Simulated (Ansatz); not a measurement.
The structure below was relaxed with DFT with PBE, PAW potentials and a 420 eV plane-wave cutoff in Ansatz (a quantum-chemistry and plane-wave program), without spin-orbit coupling, at pressure 60 GPa.

```xyz
9
Lattice="4.1883 0.0000 0.0000 -2.0941 3.6271 0.0000 0.0000 0.0000 4.9518" Properties=species:S:1:pos:R:3 pbc="T T T"
Ge     1.6091     0.0000     4.1265
Ge    -0.8046     1.3935     0.8253
Ge     1.2896     2.2336     2.4759
O      0.5426     1.2964     3.7539
O      2.7942    -0.1783     0.4527
O      2.9455     2.5090     2.1033
O     -1.5515     2.3307     4.4991
O      0.8514     1.1181     1.1979
O      0.7001     3.8054     2.8485
```

Task: Find the space group and the Wyckoff positions.

Result: Space group P3₁21 (No. 152); a = b = 4.1883 Å, c = 4.9518 Å, α = β = 90.00°, γ = 120.00°

| atom | site | symmetry | x | y | z |
|---|---|---|---|---|---|
| Ge | 3b | .2. | 0.6158 | 0.6158 | 0.5000 |
| O | 6c | 1 | 0.3574 | 0.3083 | 0.2419 |

Task: Describe the coordination.

Result: The crystal has 9 atoms in its conventional cell. Lattice parameters: a = 4.1883 Å, b = 4.1883 Å, c = 4.9518 Å, α = 90.00°, β = 90.00°, γ = 120.00°. Ge sees 4 O at 1.720–1.752 Å. O sees 2 Ge at 1.720–1.752 Å (bent). (Neighbours: up to the widest gap in distance over summed covalent radii, below 1.35, at either atom.)

Load acts through the strain it causes; cell and atoms are relaxed under it. Whether these cells are dynamically stable was not tested. Competing high-pressure phases were not computed. The cell was made from GeO2 (space group P3_121, No. 152) by this change: pressure 60 GPa.
